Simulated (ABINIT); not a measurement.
The system is SnO.

```
CELL_PARAMETERS angstrom
3.81370 0.00000 0.00000
0.00000 3.81370 0.00000
0.00000 0.00000 4.88691
ATOMIC_POSITIONS crystal
Sn 0.50000 0.00000 0.76463
Sn 0.00000 0.50000 0.23537
O 0.00000 0.00000 0.00000
O 0.50000 0.50000 0.00000
```

The cell is a database's computed one.

Base run:

| Property | Result |
| --- | --- |
| Program | ABINIT 10.8.3 (patched build) |
| Functional | PBE |
| Potentials or basis | JTH PAW PBE v2.0 |
| Cutoff | 626 eV |
| k mesh | 7 × 7 × 6 |
| Occupations | fermi-dirac, width 0.05 eV |
| Spin | no spin polarisation |

Its results: band gap on the k mesh 0.39 eV, indirect (least direct gap 2.04 eV); pressure 3.2 GPa; largest force 0.360 eV/Å.

Question: After a change of settings the same cell gave: band gap on the k mesh 1.14 eV, indirect (least direct gap 2.04 eV); pressure 3.1 GPa; largest force 0.400 eV/Å. Which change was it?
A. cutoff from 626 eV to 762 eV; fine-grid cutoff from 1224.51 eV to 1360.57 eV
B. k mesh from 7 × 7 × 6 to 3 × 3 × 2
C. functional from PBE to LDA-PZ; potentials or basis from JTH PAW PBE v2.0 to JTH PAW LDA v2.0
D. functional from PBE to PBEsol; k mesh from 7 × 7 × 6 to 4 × 4 × 4

Answer: B.

Caveats: some runs use coarse meshes; spin-orbit coupling is left out, which moves the levels of the heavy elements; an odd mesh through Γ misses points on the zone boundary, where band edges often lie.

Not every run made on this cell is shown here.
